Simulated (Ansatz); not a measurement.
**WSe4: balancing the decomposition**

All numbers below come from DFT PBE, scalar-relativistic, plane waves, PAW (Ansatz 0.2.0). All cells share a 420 eV cutoff and Γ-centred k meshes spaced at most about 0.3 Å⁻¹ (about 0.25 or finer for metals, 2π included). No spin polarisation.

The zero of energy is the elements' standard structures at the same level; no fitted shifts are applied.

Temperature and zero-point effects are left out. No dispersion correction is applied, so the spacing and binding between layers, chains or molecules are poorly described (WSe4 I-43m, WSe2 P6_3/mmc). These runs have no spin–orbit coupling, which can matter for W. The reference form of Se is held partly by dispersion forces, which this level lacks.

A trial structure of WSe4 (reached from: GeF4 type (I-43m); relaxed: space group I-43m (No. 217), a = 7.044 Å) has a formation energy of 0.172 eV/atom. At its composition the lowest mixture among the elements and 3 reference phases computed alike (others may be missing) consists of these:

| phase | source | ΔE_f (eV/atom) |
| --- | --- | --- |
| Se (solid) | element | 0.000 |
| WSe2 (P6_3/mmc) | COD | -0.561 |

Task: Write the balanced decomposition and find its energy per atom, per formula unit and per mole of formula units.

Result: Balancing W and Se gives WSe4 → 2 Se + WSe2. The left side holds 5 atoms, and the products take 2/5 (Se) and 3/5 (WSe2) of them. The mixture therefore lies at 2/5 × (0.000) + 3/5 × (-0.561) = -0.337 eV/atom. The reaction energy is -0.337 − (0.172) = -0.509 eV/atom. Times 5 atoms that is -2.545 eV per WSe4, and times 96.485 it is -246 kJ per mole of WSe4. Decomposition is downhill, so the trial structure is unstable against this mixture.
